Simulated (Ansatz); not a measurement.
The system is AlN.

```
Al N
1.0
     0.00000    2.18399    2.18399
     2.18399    0.00000    2.18399
     2.18399    2.18399    0.00000
Al N
1 1
Direct
  0.00000 0.00000 0.00000
  0.25000 0.25000 0.25000
```

Measurements of this composition are mostly on another form, of space group No. 186.

Base run:

| Quantity | Value |
| --- | --- |
| Program | Ansatz 0.2.0 |
| Functional | revPBE |
| Potentials or basis | all-electron LAPW, scalar-relativistic |
| Cutoff | 377 eV |
| Density cutoff | 1510 eV |
| Basis error allowed | 0.001 eV/atom |
| k mesh | 10 × 10 × 10 |
| Occupations | fermi-dirac, width 0.05 eV |
| Spin | no spin polarisation |

Its results: band gap on the k mesh 3.35 eV, indirect (least direct gap 4.21 eV); pressure 7.5 GPa.

Task: The run is repeated on the same cell with these changes: functional from revPBE to PBEsol. What comes out?

Result: Band gap on the k mesh 3.19 eV, indirect (least direct gap 4.13 eV); pressure 1.2 GPa.

PBEsol binds more tightly than revPBE, so the same cell stands under less pressure.

Not every run made on this cell is shown here.
